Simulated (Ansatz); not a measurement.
# Zr: computed DOS

```
CELL_PARAMETERS angstrom
0.00000 2.25500 2.25500
2.25500 0.00000 2.25500
2.25500 2.25500 0.00000
ATOMIC_POSITIONS crystal
Zr 0.00000 0.00000 0.00000
```

The cell is COD entry 1534901, as deposited and not checked against the literature; nothing was relaxed.

Theory: DFT, PBE, all-electron LAPW, scalar-relativistic in Ansatz 0.2.0.

Settings: a Γ-centred 16×16×16 k mesh, Fermi–Dirac smearing of 0.05 eV, basis error target 1 meV/atom, no spin polarisation.

(1) Which of the resolved shells contributes most within 0.3 eV of the Fermi level?

(2) Where is the centre of the filled Zr 4d states between -14 eV and the top of the filled states?

(3) Tabulate the density of states.

Answers

(1) Zr 4d, with 87 % of all states there; Zr 5s follows with 7 %.

(2) -1.34 eV from the Fermi level.

(3) States per eV and cell, averaged over 0.6 eV, from -5.8 to 1.2 eV, with energies (bin centres) from the Fermi level; empty bins are left out. The partial columns, the largest 3 alone, are projections on Löwdin-orthogonalised atomic shells (those that the program's projection atoms carry: the occupied ones and, for some elements, an empty d or f shell; other empty shells have no column), summed over atoms of an element. Weights on diffuse s and p shells depend on that basis and aren't pure angular character.
```tsv
E (eV)	total	Zr 4d	Zr 5s	Zr 4p
-5.6	0.01	0.00	0.01	0.00
-5.0	0.07	0.00	0.06	0.00
-4.4	0.12	0.01	0.11	0.00
-3.8	0.19	0.02	0.15	0.01
-3.2	0.39	0.14	0.23	0.01
-2.6	1.07	0.73	0.31	0.02
-2.0	1.29	1.09	0.17	0.02
-1.4	1.12	1.05	0.05	0.02
-0.8	1.25	1.16	0.03	0.02
-0.2	1.41	1.23	0.10	0.02
0.4	1.61	1.37	0.13	0.02
1.0	1.38	1.19	0.09	0.01
```
